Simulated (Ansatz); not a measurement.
Rocksalt MgS, relaxed with r2SCAN in the PAW code Ansatz. The symmetry is Fm-3m (No. 225, cubic); a = 5.203 Å in the conventional setting, 17.61 Å³ an atom. Around Mg lie 6 S at 2.60 Å; around S lie 6 Mg at 2.60 Å.

The axes x, y and z are those of this cell:
```
CELL_PARAMETERS angstrom
0.00000 2.60152 2.60152
2.60152 0.00000 2.60152
2.60152 2.60152 0.00000
ATOMIC_POSITIONS crystal
Mg 0.00000 0.00000 0.00000
S 0.50000 0.50000 0.50000
```

Unstrained: With PBE the valence top lies at Γ and the conduction bottom at X, 2.790 eV higher; the smallest vertical gap, at Γ, is 3.723 eV. The r2SCAN gap is indirect, 3.463 eV (Γ to X), below the direct gap of 4.642 eV at Γ. HSE06 gives an indirect gap of 3.804 eV, from Γ to X; the least direct gap is 4.827 eV at Γ. Meshes: PBE 8×8×8, r2SCAN 8×8×8, HSE06 6×6×6. Strains are changes of length per length. After each strain the atoms were relaxed again with r2SCAN within the symmetry that the strain leaves, so tilts or polar shifts that break it weren't tested; points keep the names that they have in the unstrained zone. No spin polarisation and no zero-point or thermal motion.

**Question.** Estimate what uniaxial -0.34 % along [111], other directions held does to the gap.

**Answer.** PBE: the gap goes from 2.790 to 2.777 eV (-0.013 eV); with r2SCAN the top three valence levels at Γ, degenerate before, become 1+2 from the top over 32 meV. r2SCAN: the gap goes from 3.463 to 3.448 eV (-0.015 eV). HSE06: the gap goes from 3.804 to 3.790 eV (-0.014 eV). The r2SCAN energy rises by 0.1 meV an atom.

**Question.** Apply uniaxial -0.35 % along x, other directions held. How far does the gap move, against the unstrained cell?

**Answer.** PBE: the gap goes from 2.790 to 2.781 eV (-0.009 eV); with r2SCAN the top three valence levels at Γ, degenerate before, become 2+1 from the top over 15 meV. r2SCAN: the gap goes from 3.463 to 3.452 eV (-0.011 eV). HSE06: the gap goes from 3.804 to 3.794 eV (-0.010 eV). The r2SCAN energy rises by 0.1 meV an atom.

**Question.** One strain changed the r2SCAN stress by xx -6.42, yy -6.42, zz 0.00 GPa (compression positive) and the gap by -0.437 eV (PBE), -0.454 eV (r2SCAN), -0.482 eV (HSE06). Which kind of strain was it, and roughly how large?

**Answer.** Epitaxial +5.36 % in the xy plane, free normal strain -2.81 %. The pattern of the stress gives the kind; the size needs the stiffness, so it is an estimate.

The meshes of the hybrids are coarse, so their gaps aren't converged to the digits shown.

The splittings at Γ are without spin-orbit coupling, which regroups them where it is of like size or larger.
